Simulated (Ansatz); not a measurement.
Runs of Ansatz 0.2.0 on PtS2. The structure is trigonal, space group P-3m1 (No. 164). Conventional cell: a = 3.543 Å, b = 3.543 Å, c = 5.039 Å, α = 90.00°, β = 90.00°, γ = 120.00°. Around Pt (site symmetry -3m) lie 6 S at 2.34 Å. Around S (site symmetry 3m) lie 3 Pt at 2.34 Å. 

```csv
level,share of exact exchange,gap on the mesh (eV),pressure (GPa),largest force (eV/Å)
r2SCAN0 form with a typed share of exact exchange,0.1,1.95,7.8,1.10
r2SCAN0,0.25,2.69,5.7,0.90
r2SCAN0 form with a typed share of exact exchange,0,1.48,9.3,(a)
r2SCAN0 form with a typed share of exact exchange,0.15,2.19,7.1,(b)
r2SCAN0 form with a typed share of exact exchange,0.5,3.98,2.2,0.58
r2SCAN0 form with a typed share of exact exchange,0.35,3.19,4.3,0.77
```

Alike in all rows: task single point; potentials or basis Ansatz PAW; no spin polarisation; cell as given; k mesh 5 × 5 × 3; cutoff (eV) 500; smearing fermi-dirac 0.05 eV.

Question: Fill in the values left out.

Answer: (a) 1.24; (b) 1.03.

Caveats: odd divisions of the mesh miss points on the zone boundary, where band edges often lie, so the gap on the mesh can be too wide; spin-orbit coupling is left out, which moves the levels of the heavy elements; the PAW data sets come from PBE, with cores solved anew for the run's functional, which leaves a small shift of forces and pressure; the thresholds are loose for stress (some runs); forces of over 1 eV/Å show positions far from the minimum, so gaps and moduli don't describe the material at rest (some runs).

A k mesh can miss the band edges, and the runs leave out spin-orbit coupling on Pt.

Runs at the PBE level aren't shown here.
